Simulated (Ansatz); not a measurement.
# Co: the cost of one run

Computed with Ansatz 0.2.0 (DFT PBE, PAW, plane waves, scalar-relativistic, unless a step's input says otherwise).

This is Co in the fcc structure; at room conditions it is hcp.

## (1) The starting structure

It takes space group Fm-3m (No. 225, cubic). Conventional cell: a = 3.579 Å, b = 3.579 Å, c = 3.579 Å, α = 90.00°, β = 90.00°, γ = 90.00°. Co (site symmetry m-3m) has 12 Co at 2.53 Å as nearest neighbours.

As a file:

```
Co
1.0
     0.00000    1.78950    1.78950
     1.78950    0.00000    1.78950
     1.78950    1.78950    0.00000
Co
1
Direct
  0.00000 0.00000 0.00000
```

Atoms are counted from 1 in the order of input.yaml (Co1 and so on).

Each fixed run starts with its moment spread in parallel over the d and f atoms; the search for lower states is off.

Site moments are integrals over atomic spheres and don't add up to the total.

## (2) Usual moment, free total moment

input.yaml

```yaml
crystal:
  lattice:
    - [0.0, 1.7895, 1.7895]
    - [1.7895, 0.0, 1.7895]
    - [1.7895, 1.7895, 0.0]
  atoms:
    - { symbol: Co, position: [0.0, 0.0, 0.0], spin: 3.0 }
magnetization:
  spin_polarized: true
hamiltonian:
  xc: pbe
  pseudopotentials: { kind: paw }
basis:
  ecutwfc: 420
kpoints:
  mp_grid: { grid: [14, 14, 14] }
scf:
  occupations: { method: gaussian, width: 0.1 }
  lower_state_search: "off"
output:
  forces: true
  stress: true
```

Q: Estimate wall time and peak memory on 2 threads of an Arm CPU, shared host.

About 1.7 s, with a peak of 0.26 GiB.
